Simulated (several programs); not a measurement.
Many methods on one cell: BN (Fmm2)

BN (Fmm2) from a database of computed structures, relaxed with r2SCAN+rVV10 in Ansatz, was computed with several methods. It is orthorhombic, Fmm2 (No. 42); a = 2.502 Å, b = 6.586 Å, c = 4.327 Å in the conventional setting, 8.91 Å³ an atom. B is surrounded by 3 N at 1.44 Å; N is surrounded by 3 B at 1.44 Å. (Simulation; spin polarisation is off.)

```yaml
crystal:
  lattice:
    - [0.00000, 3.29286, 2.16328]
    - [1.25096, 0.00000, 2.16328]
    - [1.25096, 3.29286, 0.00000]
  atoms:
    - { symbol: B, position: [0.00011, 0.00011, 0.99989] }
    - { symbol: N, position: [0.66659, 0.66659, 0.33341] }
```

Gaps and times are for a single point on this cell; volume and bulk modulus come from each method's own relaxation or energy curve at fixed shape, which is too stiff where a cell has free coordinates or axes. Times are rough, from shared hosts (Arm Neoverse V2), and each method has its own mesh and cell size. A double dagger marks a value from a curve with shape and coordinates held. PM6 (MOPAC), PM7 (MOPAC), GFN1-xTB (tblite), GFN2-xTB (tblite) treat a cluster of cells at its zone centre, which samples few k points: where these miss a band edge, the gap comes out too large for that reason alone. Gaps from k meshes are read at a limited set of points (mesh, symmetry points, PBE's band edges), so each method's own least gap may be somewhat smaller. Force fields have no electrons; where one was fitted to this phase, its volume and modulus reflect the fit. xTB and the PM methods were fitted mostly to molecules, and can miss a solid's gap by electronvolts. Minimal bases can be far off for gaps. Times of the plane-wave ladder aren't listed, since it ran on unlike processors and cards. Curves at held shape can't give the bulk modulus of a layered or molecular crystal, so none is listed. GLLB-SC's gap includes the derivative discontinuity. G0W0 is at finite bands, cutoff and mesh. d marks a direct gap, i an indirect one (no mark: not told apart), a dash a value that wasn't computed or didn't pass its checks.

```csv
method,kind,gap (eV),own volume (Å³/atom),bulk modulus (GPa),atoms computed,processor time
PBE-D3(BJ),semilocal,–,9.08,–,2,–
r2SCAN+rVV10,semilocal,–,8.91,–,2,–
PBE-D4,semilocal,–,9.00,–,2,–
BN.extep (LAMMPS),force field,–,8.93,–,2,0.11 s
BNC.tersoff (LAMMPS),force field,–,8.90,–,2,0.12 s
light PBE (260 eV and a coarse mesh),light plane-wave,3.51 i,–,–,2,0.55 s
non-self-consistent DFTB (CP2K),tight binding,3.78 i,–,–,2,0.64 s
GFN1-xTB (tblite),tight binding,3.87,8.98‡,–,cluster,2.6 s
PBE,semilocal,3.48 i,–,–,2,–
LDA,semilocal,3.27 i,–,–,2,–
PBE/SZV (CP2K),small basis,4.09 i,9.61‡,–,2,9 s
PM6 (MOPAC),semi-empirical,8.95,–,–,cluster,9.2 s
PBE/single zeta (GPAW),small basis,3.94 i,–,–,2,9.4 s
GLLB-SC (GPAW),model potential,5.90,–,–,2,10 s
PM7 (MOPAC),semi-empirical,6.46,9.28‡,–,cluster,11 s
r2SCAN,semilocal,3.94 i,–,–,2,–
GFN2-xTB (tblite),tight binding,4.17,9.05‡,–,cluster,14 s
PBE/DZVP (CP2K),small basis,3.52 i,9.11‡,–,2,19 s
LC-ωPBE,hybrid,9.88 i,–,–,2,–
G0W0@LDA (140 eV screening cutoff),many-body,4.85,–,–,2,–
PBE0,hybrid,5.41 i,–,–,2,–
HSE06,hybrid,4.68 i,–,–,2,–
DDH-PBE0,hybrid,5.37 i,–,–,2,–
G0W0@HSE06 (140 eV screening cutoff),many-body,5.48,–,–,2,–
r2SCAN0,hybrid,5.71 i,–,–,2,–
G0W0@PBE (220 eV screening cutoff),many-body,5.03,–,–,2,–
G0W0@r2SCAN (210 eV screening cutoff),many-body,5.25,–,–,2,–
```

Against HSE06 (4.68 eV) and with closed or daggered gaps left aside, the nearest gap at the points sampled is that of G0W0@LDA (140 eV screening cutoff) (+0.17 eV) and the farthest that of LC-ωPBE (+5.20 eV). HSE06 is only a yardstick of convenience: for gaps this wide it usually falls short of measured ones, so a larger value can be the better one.
